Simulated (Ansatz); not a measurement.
The system is Au.

```
CELL_PARAMETERS angstrom
2.74841 0.00000 0.00000
0.00000 2.74841 0.00000
0.00000 0.00000 2.74841
ATOMIC_POSITIONS crystal
Au 0.50000 0.50000 0.50000
```

The cell was built by a generator and needn't be a form met in nature.

Program: Ansatz 0.2.0. Alike in all runs: potentials or basis Ansatz PAW; no spin polarisation; cell as given; k mesh 10 × 10 × 10; cutoff (eV) 420; smearing fermi-dirac 0.05 eV.

Order these runs on this cell by their pressure, lowest first.
A. level revPBE; points for each segment of the path 14
B. level PBEsol; points for each segment of the path 14
C. level BLYP; points for each segment of the path 14
D. level PBE
E. level LDA; points for each segment of the path 14

E (-10.0 GPa), B (-6.3 GPa), D (0.2 GPa), A (2.6 GPa), C (7.6 GPa).

Caveats: the PAW data sets come from PBE, with cores solved anew for the run's functional, which leaves a small shift of forces and pressure (some runs).
